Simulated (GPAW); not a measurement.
CuO (Tenorite), 4 atoms in the cell. The structure is monoclinic, space group C2/c (No. 15). The conventional cell has a = 4.684 Å, b = 3.423 Å, c = 5.129 Å, α = 90.00°, β = 99.54°, γ = 90.00°. Around Cu (site symmetry -1) lie 4 O at 1.95 to 1.96 Å. Around O (site symmetry 2) lie 4 Cu at 1.95 to 1.96 Å. 

```yaml
Program: GPAW 26.7.0
Task: single point
Functional: PBE
Potentials_or_basis: GPAW PAW data sets (gpaw-data 1.2.1)
Cutoff: 650 eV
Basis: pw
k_mesh: 8 × 8 × 4
Occupations: fermi-dirac, width 0.01 eV
Spin: no spin polarisation
Hubbard_terms: Cu d U = 1 eV
Maxiter: 150
```

Potentials or basis: GPAW PAW data sets (gpaw-data 1.2.1), pw.

Command:

```console
$ OMP_NUM_THREADS=1 python run.py
```

Hardware: 1 thread of Arm Neoverse V1, on a shared host.

Problem. How long does it take, and how much memory?

Solution. It took 2.7 min on 1 thread of Arm Neoverse V1, on a shared host, peak memory 0.29 GiB. Counts: scf iterations 12, plane waves 1542, bands 33, k points 132.
